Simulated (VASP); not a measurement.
# PtSe2 (Sudovikovite) (P-3m1) in VASP: notebook

One crystal, PtSe2 (Sudovikovite), is run at these levels: BLYP+D3, r2SCANh; tasks: optical spectrum, band structure.

Program: VASP 6.6.1. These are calculated values, not measurements. Logs are shortened: lines on timing, memory, paths and dates and some standing lists are left out, and cuts for length are marked.

**1. The crystal as given**

It takes space group P-3m1 (No. 164, trigonal). The conventional cell has a = 3.724 Å, b = 3.724 Å, c = 5.062 Å, α = 90.00°, β = 90.00°, γ = 120.00°. Pt (site symmetry -3m) has 6 Se at 2.49 Å as nearest neighbours. Se (site symmetry 3m) is surrounded by 3 Pt at 2.49 Å.

**2. Optical spectrum, BLYP+D3, collinear spin, ferromagnetic start**

Input file INCAR:

```
AGGAC = 1.0
AGGAX = 1.0
ALDAC = 0.0
ALDAX = 1.0
ALGO = Normal
CSHIFT = 0.1
EDIFF = 1E-7
ENCUT = 520
GGA = B5
ISIF = 2
ISMEAR = 0
ISPIN = 2
IVDW = 11
LASPH = True
LCHARG = False
LMAXMIX = 4
LOPTICS = True
LORBIT = 11
LREAL = False
LWAVE = False
MAGMOM = 0.5 0 0
NBANDS = 43
NEDOS = 2000
NELECT = 21.9
NELM = 100
PREC = Accurate
SIGMA = 0.01
VDW_S6 = 1.0
VDW_S8 = 1.682
VDW_SR = 1.094
VDW_SR8 = 1.0
```

Input file KPOINTS:

```
k-points
0
Gamma
  8 8 5
```

Input file POSCAR:

```
PtSe2
1.0
    3.7240000000      0.0000000000      0.0000000000
   -1.8620000000      3.2250786037      0.0000000000
    0.0000000000      0.0000000000      5.0620000000
Pt Se
1 2
Cartesian
    0.0000000000      0.0000000000      0.0000000000
    1.8620000002      1.0750262011      3.7965000000
   -0.0000000002      2.1500524026      1.2655000000
```

Potentials or basis: VASP PAW PBE potentials, release 64 (Pt, Se).

Command:

```console
$ cat potpaw_PBE.64/Pt/POTCAR potpaw_PBE.64/Se/POTCAR > POTCAR
$ mpirun -np 1 vasp_std > vasp.out
```

OUTCAR:

```text
EDIFF = 1E-7
   ENCUT = 520
   GGA = B5
   ISIF = 2
   ISMEAR = 0
   ISPIN = 2
   IVDW = 11
   LASPH = True
   LORBIT = 11
   LREAL = False
   NELECT = 21.9
   NELM = 100
   PREC = Accurate
 IVDW          = 11

 ion  position               nearest neighbor table
   1  0.000  0.000  0.000-   2 2.49   3 2.49   3 2.49   2 2.49   2 2.49   3 2.49
   2  0.667  0.333  0.750-   1 2.49   1 2.49   1 2.49
   3  0.333  0.667  0.250-   1 2.49   1 2.49   1 2.49

  LATTYP: Found a hexagonal cell.
 ALAT       =     3.7240000000
 C/A-ratio  =     1.3592910849

  Lattice vectors:

 A1 = (   3.7240000000,   0.0000000000,   0.0000000000)
 A2 = (  -1.8620000000,   3.2250786037,   0.0000000000)
 A3 = (   0.0000000000,   0.0000000000,   5.0620000000)

Analysis of symmetry for initial positions (statically):
=====================================================================
 Subroutine PRICEL returns:
 Original cell was already a primitive cell.

 Routine SETGRP: Setting up the symmetry group for a
 hexagonal supercell.

 Subroutine GETGRP returns: Found 12 space group operations
 (whereof 12 operations were pure point group operations)
 out of a pool of 24 trial point group operations.

The static configuration has the point symmetry D_3d.

Analysis of symmetry for dynamics (positions and initial velocities):
=====================================================================
 Subroutine PRICEL returns:
 Original cell was already a primitive cell.

 Routine SETGRP: Setting up the symmetry group for a
 hexagonal supercell.

 Subroutine GETGRP returns: Found 12 space group operations
 (whereof 12 operations were pure point group operations)
 out of a pool of 24 trial point group operations.
[... 1410 lines left out ...]
      0.00000      0.00000      0.00000        -0.000000      0.000000      0.000000
      1.86200      1.07503      3.79650        -0.000000      0.000000     -1.196625
     -0.00000      2.15005      1.26550         0.000000     -0.000000      1.196625
 -----------------------------------------------------------------------------------
    total drift:                               -0.000000     -0.000000      0.000000

  FREE ENERGIE OF THE ION-ELECTRON SYSTEM (eV)
  ---------------------------------------------------
  free  energy   TOTEN  =       -14.6965250716 eV

  energy  without entropy=      -14.6964192861  energy(sigma->0) =      -14.69647218

 electrical conductivity sigma (Mega S m-1) (frequency dependency in vasprun.xml)
  --------------------------------------------------------------------------------------
       0.099       0.000       0.000
       0.000       0.099       0.000
       0.000       0.000       0.111

  frequency dependent IMAGINARY DIELECTRIC FUNCTION (independent particle, no local field effects) density-density
     E(ev)      X         Y         Z        XY        YZ        ZX
  --------------------------------------------------------------------------------------------------------------
     0.00000     0.00000     0.00000     0.00000     0.00000     0.00000     0.00000
     0.56976     4.04585     4.04585     6.80898     0.00000     0.00000    -0.00000
     1.13953    31.85169    31.85169    22.37885     0.00000    -0.00000    -0.00000
     1.70929    33.24125    33.24125    16.41847    -0.00000     0.00000    -0.00000
     2.27905    36.34952    36.34952    20.09379    -0.00000     0.00000     0.00000
     2.84882    25.48141    25.48141    21.83095     0.00000     0.00000    -0.00000
[... 92 lines left out ...]
    55.83682     0.00068     0.00068     0.00069    -0.00000     0.00000     0.00000
    56.40658     0.00066     0.00066     0.00066    -0.00000     0.00000     0.00000

  frequency dependent      REAL DIELECTRIC FUNCTION (independent particle, no local field effects) density-density
     E(ev)        X           Y           Z          XY          YZ          ZX
  --------------------------------------------------------------------------------------------------------------
     0.00000    31.90708    31.90708    25.50117    -0.00000     0.00000    -0.00000
     0.56976    36.74513    36.74513    28.33952     0.00000     0.00000    -0.00000
     1.13953    35.91619    35.91619    24.96932    -0.00000    -0.00000     0.00000
     1.70929    13.73501    13.73501    12.47134    -0.00000     0.00000     0.00000
     2.27905    -2.31299    -2.31299     4.61147     0.00000    -0.00000    -0.00000
     2.84882    -1.70039    -1.70039     3.17919     0.00000    -0.00000     0.00000
[... 92 lines left out ...]
    55.83682     0.83044     0.83044     0.82945     0.00000    -0.00000     0.00000
    56.40658     0.83425     0.83425     0.83331     0.00000    -0.00000     0.00000

  frequency dependent IMAGINARY DIELECTRIC FUNCTION (independent particle, no local field effects) current-current
     E(ev)      X         Y         Z        XY        YZ        ZX
  --------------------------------------------------------------------------------------------------------------
     0.00000   216.01085   216.01085   170.96895     0.00000    -0.00000     0.00000
     0.56976    16.45288    16.45288    16.16753     0.00000     0.00000    -0.00000
     1.13953    37.68017    37.68017    26.37131    -0.00000    -0.00000     0.00000
     1.70929    34.60411    34.60411    17.70023     0.00000    -0.00000    -0.00000
     2.27905    35.94965    35.94965    20.34615     0.00000    -0.00000    -0.00000
     2.84882    25.27480    25.27480    21.97258    -0.00000    -0.00000     0.00000
[... 92 lines left out ...]
    55.83682     0.00007     0.00007     0.00008    -0.00000    -0.00000     0.00000
    56.40658     0.00007     0.00007     0.00007    -0.00000    -0.00000     0.00000

  frequency dependent      REAL DIELECTRIC FUNCTION (independent particle, no local field effects) current-current
     E(ev)        X           Y           Z          XY          YZ          ZX
  --------------------------------------------------------------------------------------------------------------
     0.00000    31.17995    31.17995    24.72136     0.00000    -0.00000     0.00000
     0.56976    35.14652    35.14652    25.81050     0.00000    -0.00000    -0.00000
     1.13953    30.28224    30.28224    21.01868     0.00000    -0.00000     0.00000
     1.70929     9.89183     9.89183    10.58771    -0.00000    -0.00000     0.00000
     2.27905    -5.43318    -5.43318     2.90975    -0.00000     0.00000     0.00000
     2.84882    -3.44368    -3.44368     1.67559    -0.00000    -0.00000     0.00000
[... 92 lines left out ...]
    55.83682     0.83055     0.83055     0.82953     0.00000     0.00000    -0.00000
    56.40658     0.83436     0.83436     0.83339     0.00000     0.00000    -0.00000

 total charge

# of ion       s       p       d       tot
------------------------------------------
    1        0.692   0.704   8.053   9.449
    2        1.496   2.257   0.068   3.822
    3        1.496   2.257   0.068   3.822
--------------------------------------------------
tot          3.685   5.218   8.190  17.092

 magnetization (x)

# of ion       s       p       d       tot
------------------------------------------
    1        0.000   0.000   0.000   0.000
    2       -0.000  -0.000  -0.000  -0.000
    3       -0.000  -0.000  -0.000  -0.000
--------------------------------------------------
tot         -0.000  -0.000   0.000  -0.000
```

Wall time 7.3 min (1 thread of AMD EPYC, shared host); peak memory 0.37 GiB.

The run converged, but some of its settings lie outside the range that counts as converged (typed here: NELECT = 21.9), so its numbers aren't taken as properties of the crystal.

Results:

```yaml
Free_energy: -14.6965 eV
Largest_force: 1.197 eV/Å
Band_gap_on_the_k_mesh: none (metal or under the smearing width)
Net_moment: 0.00 μB per cell
Valence_electrons_inside_the_program's_atomic_spheres: Pt 9.45; Se 3.82
Dispersion_energy_per_atom: -0.739 eV
```

Caveat: the cell is charged against a uniform background, so pressure and absolute levels hang on convention; spectra need much finer meshes, so this one isn't converged; these spectra lack excitons; the intraband (Drude) part of a metal's response may be missing; the PAW data sets were made with another functional, which shifts forces and pressure a little; pairwise dispersion overbinds metals, which lowers pressure and volume.

**3. Band structure, r2SCANh**

Input file POSCAR:

```
PtSe2
1.0
    3.7240000000      0.0000000000      0.0000000000
   -1.8620000000      3.2250786037      0.0000000000
    0.0000000000      0.0000000000      5.0620000000
Pt Se
1 2
Direct
    0.0000000000      0.0000000000      0.0000000000
    0.6666666667      0.3333333333      0.7500000000
    0.3333333333      0.6666666667      0.2500000000
```

Input file INCAR.step1:

```
ALGO = Normal
EDIFF = 1E-5
ENCUT = 520
GGA = PE
ISIF = 2
ISMEAR = -1
LASPH = True
LCHARG = False
LMAXMIX = 4
LREAL = False
LWAVE = True
NBANDS = 18
NELM = 60
PREC = Accurate
SIGMA = 0.05
```

Input file INCAR.step2:

```
AEXX = 0.1
ALGO = Normal
EDIFF = 1E-6
ENCUT = 520
HFRCUT = -1
ISIF = 2
ISMEAR = -1
ISTART = 1
LASPH = True
LCHARG = False
LHFCALC = True
LMAXMIX = 4
LMIXTAU = True
LREAL = False
LWAVE = False
METAGGA = R2SCAN
NBANDS = 18
NELM = 60
PREC = Accurate
PRECFOCK = Normal
SIGMA = 0.05
```

Input file KPOINTS:

```
k-points
0
Gamma
  4 4 3
```

Input file KPOINTS_OPT:

```
path GMKGALHA,LM,KH
10
line-mode
reciprocal
 0.0000000000  0.0000000000  0.0000000000  G
 0.5000000000  0.0000000000  0.0000000000  M

 0.5000000000  0.0000000000  0.0000000000  M
 0.3333333333  0.3333333333  0.0000000000  K

 0.3333333333  0.3333333333  0.0000000000  K
 0.0000000000  0.0000000000  0.0000000000  G

 0.0000000000  0.0000000000  0.0000000000  G
 0.0000000000  0.0000000000  0.5000000000  A

 0.0000000000  0.0000000000  0.5000000000  A
 0.5000000000  0.0000000000  0.5000000000  L

 0.5000000000  0.0000000000  0.5000000000  L
 0.3333333333  0.3333333333  0.5000000000  H

 0.3333333333  0.3333333333  0.5000000000  H
 0.0000000000  0.0000000000  0.5000000000  A

 0.5000000000  0.0000000000  0.5000000000  L
 0.5000000000  0.0000000000  0.0000000000  M

 0.3333333333  0.3333333333  0.0000000000  K
 0.3333333333  0.3333333333  0.5000000000  H
```

Potentials or basis: VASP PAW PBE potentials, release 64 (Pt, Se).

Command:

```console
$ cat potpaw_PBE.64/Pt/POTCAR potpaw_PBE.64/Se/POTCAR > POTCAR
$ cp INCAR.step1 INCAR
$ mpirun -np 1 vasp_std > vasp.out
$ cp INCAR.step2 INCAR
$ mpirun -np 1 vasp_std > vasp.out
```

Run time: 48 min. Hardware: 1 thread of Intel Xeon 6975P-C (Granite Rapids), shared host; peak memory 0.21 GiB.

Results (log left out):

| Property | Result |
| --- | --- |
| Free energy | -76.8069 eV |
| Pressure | 3.2 GPa |
| Largest force | 0.162 eV/Å |
| Band gap along the path | none (metal or under the smearing width) |

Forces on the atoms (eV/Å):
```
Pt   0.000  0.000  0.000
Se   0.000  0.000 -0.162
Se   0.000  0.000  0.162
```

Stress tensor (GPa, compression positive):
```
3.41 0.00 0.00
0.00 3.41 0.00
0.00 0.00 2.72
```

Levels at the corners of the path, in eV from the Fermi level:
```csv
point,band 9,band 10,band 11,band 12,band 13,band 14
Γ,-1.67,-1.67,0.24,1.51,1.51,4.04
M,-4.44,-4.33,-3.76,0.77,2.52,5.19
M,-4.44,-4.33,-3.76,0.77,2.52,5.19
K,-3.39,-2.60,-2.60,0.09,0.09,4.46
K,-3.39,-2.60,-2.60,0.09,0.09,4.46
Γ,-1.67,-1.67,0.24,1.51,1.51,4.04
Γ,-1.67,-1.67,0.24,1.51,1.51,4.04
A,-2.36,-2.13,-2.13,2.44,2.44,5.29
A,-2.36,-2.13,-2.13,2.44,2.44,5.29
L,-4.17,-3.57,-1.94,1.04,1.70,5.02
L,-4.17,-3.57,-1.94,1.04,1.70,5.02
H,-4.75,-3.42,-3.42,2.19,2.19,7.14
H,-4.75,-3.42,-3.42,2.19,2.19,7.14
A,-2.36,-2.13,-2.13,2.44,2.44,5.29
L,-4.17,-3.57,-1.94,1.04,1.70,5.02
M,-4.44,-4.33,-3.76,0.77,2.52,5.19
K,-3.39,-2.60,-2.60,0.09,0.09,4.46
H,-4.75,-3.42,-3.42,2.19,2.19,7.14
```

Caveat: the k mesh is coarse (spacing up to 0.49 Å⁻¹), so the values aren't converged, least of all with exact exchange; the PAW data sets were made with another functional, which shifts forces and pressure a little; spin-orbit coupling is left out, which moves the levels of the heavy elements.
